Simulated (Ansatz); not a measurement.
**Na: frozen-core PAW against all-electron methods**

```xyz
1
Lattice="-2.1599 2.1175 2.1175 2.1175 -2.1599 2.1175 2.1175 2.1175 -2.1599" Properties=species:S:1:pos:R:3 pbc="T T T"
Na    0.0000    0.0000    0.0000
```

The conventional cell has a = 6.049 Å, b = 6.049 Å, c = 3.594 Å, α = 90.00°, β = 90.00°, γ = 120.00°. Na (atom 1) is surrounded by 8 Na at 3.59 to 3.69 Å.

The structure is an experimental refinement, used without relaxation. The listed cell was then made from it by scaling, straining or moving an atom.

Methods: DFT, PBE, PAW with Ansatz's default frozen-core files, scalar-relativistic (Ansatz 0.2.0); DFT, PBE, all-electron LAPW, scalar-relativistic (Ansatz 0.2.0).

For PAW: a Γ-centred 12×12×12 k mesh, Fermi–Dirac smearing of 0.05 eV, cutoff 420 eV, no spin polarisation. LAPW targets a basis error of 0.25 meV/atom. The Ansatz runs share mesh, smearing and spin set-up. Plane-wave (PAW) pressures include the program's estimate of the Pulay term.

Stress and pressure are positive in compression.

The change that made this cell: equal xy, yz and zx engineering shear strains of -2 %.

PAW results:

| quantity | PAW |
| --- | --- |
| pressure (GPa) | -0.19 |
| stress yz (GPa) | 0.09 |
| stress xz (GPa) | 0.09 |
| stress xy (GPa) | 0.09 |

**Question.** What does LAPW (all electrons) give for the same quantities?

**Answer.** 
```csv
quantity,LAPW
pressure (GPa),-0.18
stress yz (GPa),0.09
stress xz (GPa),0.09
stress xy (GPa),0.09
```
